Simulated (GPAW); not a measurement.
Runs of GPAW 26.7.0 on C. The structure is cubic, space group Fd-3m (No. 227). Conventional cell: a = 3.567 Å, b = 3.567 Å, c = 3.567 Å, α = 90.00°, β = 90.00°, γ = 90.00°. Around C (site symmetry -43m) lie 4 C at 1.54 Å. This isn't the form of C at room conditions, which is graphite.

```tsv
task	level	potentials or basis	cutoff (eV)	band path	band points	eigensolver	grid spacing	gap on the mesh (eV)	V0 of scaled cells (Å³/atom)	B0 (GPa)
equation of state	optPBE-vdW	GPAW PAW data sets (gpaw-data 1.2.1), pw	800	-	-	-	-	-	(b)	424
band structure	PBE	GPAW PAW data sets (gpaw-data 1.2.1), lcao:dzp	-	GXWKGLUWLK,UX	60	-	0.16 Å	4.27	-	-
equation of state	PBEsol	PAW data sets generated in the run's folder for this functional, pw	800	-	-	-	-	-	5.62	(a)
band structure	OLYP	PAW data sets generated in the run's folder for this functional, pw	800	GXWKGLUWLK,UX	60	davidson	-	4.16	-	-
```

Alike in all rows: no spin polarisation; cell as given; k mesh 10 × 10 × 10; smearing fermi-dirac 0.05 eV.

Estimate the missing entries.

(a) 450; (b) 5.75.

Caveats: the PAW data sets were made with another functional, which shifts forces and pressure a little (some runs); the basis of atomic orbitals isn't converged, which shifts pressures, moduli and gaps (some runs).

A k mesh can miss the band edges.
